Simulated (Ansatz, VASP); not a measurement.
C: VASP beside Ansatz

```
CELL_PARAMETERS angstrom
1.28640 0.00000 0.00000
0.00000 3.18258 0.00000
0.00000 0.00000 3.25639
ATOMIC_POSITIONS crystal
C 0.00000 0.50000 0.00000
```

Alike in both runs: task single point; functional PBE; k mesh 12 × 6 × 6; occupations gaussian, width 0.1 eV; collinear spin.

```csv
,VASP,Ansatz
version,VASP 6.6.1,Ansatz 0.2.0
potentials or method,"VASP PAW PBE potentials, release 64 (C)","scalar-relativistic, plane waves, PAW"
plane-wave cutoff (eV),520,420
valence electrons in the cell,4,4
```

|  | VASP | Ansatz | Ansatz less VASP |
| --- | --- | --- | --- |
| gap on the k mesh at the Fermi level (eV) | none | none | - |
| pressure (GPa) | -0.2 | 0.0 | +0.14 |
| largest component of the traceless stress (GPa) | 0.50 | 0.44 | -0.060 |
| net moment per atom (μB) | 0.00 | 0.00 | 0.000 |

A gap of «none» marks a metal or a gap that the smearing closes. The functional is the same, so the differences come from potentials, cutoffs and numerics. Ansatz warned: «filled_band_counts_differ_across_k_points».

Caveats: the k mesh is coarse (spacing up to 0.41 Å⁻¹), so the values aren't converged.
